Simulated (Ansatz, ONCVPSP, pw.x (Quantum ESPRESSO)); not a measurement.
Ta (Z = 73) (fcc): variants of one ONCV potential in the solid

* Element: tantalum
* Generator: ONCVPSP 4.0.1.1 (patched build)
* Type: optimised norm-conserving Vanderbilt (ONCV)
* Functional: PBE
* Relativity: scalar-relativistic
* Frozen core: [Kr] 4d10 4f14
* Valence charge: 13
* Reference configuration: 5s2 5p6 5d3 (charge +2)
* Partial waves: 5s: rc 1.60 bohr, ncon 4, nbas 8, qcut 7.1 1/bohr, 1 projector; 5p: rc 2.10 bohr, ncon 3, nbas 6, qcut 5.4 1/bohr, 1 projector; 5d: rc 1.95 bohr, ncon 4, nbas 8, qcut 4.9 1/bohr, 2 projectors, debl 2.2 Ha
* Local potential: polynomial inside 1.60 bohr (lpopt 2, dvloc0 2 Ha)
* Core correction: Teter function, fcfact 6, rcfact 1.2

Crystal test: fcc Ta in pw.x 7.5, no spin, 13³ k-points, Fermi–Dirac smearing 0.01 Ry, cutoffs set for each file from its atomic test. The reference is all-electron LAPW (Ansatz 0.2.0) with the same functional, mesh and smearing; V0 and B0 come from Birch–Murnaghan fits to the pressures at five volumes. Errors are pseudo minus all-electron; Δ is the rms difference of the E(V) curves that follow from these fits, minima aligned, over ±6 % about the mean V0. Mesh and smearing are coarse, so the numbers serve the comparison and aren't converged zero-temperature values; the lattice is a test structure that the element need not adopt.

All-electron: a0 = 4.224 Å (V0 = 18.84 Å³/atom), B0 = 188.4 GPa.

Base: This is a poor potential for the solid.

2 further variants are left out: they gave no file fit for a test, a broken result, the same result as the base, or pressures whose basis-set error rivals the error shown.

A dash in a converged row means that the minimum lies outside the volumes sampled.

| change | cutoffs (Ry) | pw.x | a0 (Å) | a0 error (%) | B0 error (%) | Δ (meV/atom) | mean pressure error (GPa) |
| --- | --- | --- | --- | --- | --- | --- | --- |
| base | 110/440 | converged | 4.178 | -1.10 | +1.8 | 25.6 | -5.96 |
| core correction Teter function, fcfact 6, rcfact 2.08 | 110/440 | converged | – | – | – | – | +31.73 |
| p: ncon 5, nbas 8 | 110/440 | converged | 4.178 | -1.09 | +1.8 | 25.5 | -5.92 |
| local potential polynomial inside 1.40 bohr (lpopt 1, dvloc0 0 Ha) | 110/440 | converged | 4.172 | -1.24 | +2.8 | 28.9 | -6.74 |
